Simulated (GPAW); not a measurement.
The system is Li2Se.

```
CELL_PARAMETERS angstrom
0.00000 3.00250 3.00250
3.00250 0.00000 3.00250
3.00250 3.00250 0.00000
ATOMIC_POSITIONS crystal
Se 0.00000 0.00000 0.00000
Li 0.75000 0.75000 0.75000
Li 0.25000 0.25000 0.25000
```

Base run:

```yaml
Program: GPAW 26.7.0
Functional: TB-mBJ
Potentials_or_basis: GPAW PAW data sets for LDA (gpaw-data 1.2.1)
Cutoff: 800 eV
Basis: pw
k_mesh: 8 × 8 × 8
Occupations: fermi-dirac, width 0.05 eV
Spin: no spin polarisation
```

Its results: band gap on the k mesh 4.09 eV, indirect (least direct gap 4.54 eV).

Problem. The run is repeated on the same cell with these changes: functional from TB-mBJ to LDA; potentials or basis from GPAW PAW data sets for LDA (gpaw-data 1.2.1) to the program's PAW data sets (release 1.2.1) made for this functional. What comes out?

Solution. Band gap on the k mesh 2.81 eV, indirect (least direct gap 3.18 eV).

Caveats: a model potential gives levels but no total energy (some runs).
